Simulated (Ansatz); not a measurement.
**NbAs: changing the pressure**

The cell as given:

```
CELL_PARAMETERS angstrom
-1.72585 1.72585 5.84000
1.72585 -1.72585 5.84000
1.72585 1.72585 -5.84000
ATOMIC_POSITIONS crystal
Nb 0.50000 0.00000 0.50000
Nb 0.75000 0.75000 0.00000
As 0.91600 0.41600 0.50000
As 0.16600 0.16600 0.00000
```

Kept alike: task relaxation of cell and atoms; functional PBEsol; k mesh 11 × 11 × 11; occupations fermi-dirac, width 0.05 eV; no spin polarisation. Program: Ansatz, Ansatz PAW, cutoff 420 eV. The mesh is that of the run's cell of 4 atoms. No spin-orbit coupling.

| pressure, P (GPa) | volume (Å³/atom) |
| --- | --- |
| 0 | 17.146 |
| 2 | 16.955 |
| 5 | 16.690 |
| 10 | 16.289 |
| 20 | 15.611 |
| 30 | 15.051 |

The relaxations keep at least the cell's symmetry (I4_1md). The runs follow the start's structure, whether or not it is the stable one at these pressures. P is the pressure aimed at, which the runs meet within some hundredths to tenths of a GPa. All rows use potentials made for PBE.

Task: What does the pressure change here?

Result: The volume falls from 17.146 to 15.051 Å³/atom between 0 and 30 GPa. The volume falls ever more slowly, since the solid stiffens under load. At the pressures aimed at, which the runs meet within some tenths of a GPa, the step from 0 to 5 GPa gives a mean bulk modulus near 186 GPa, the last step 274 GPa.
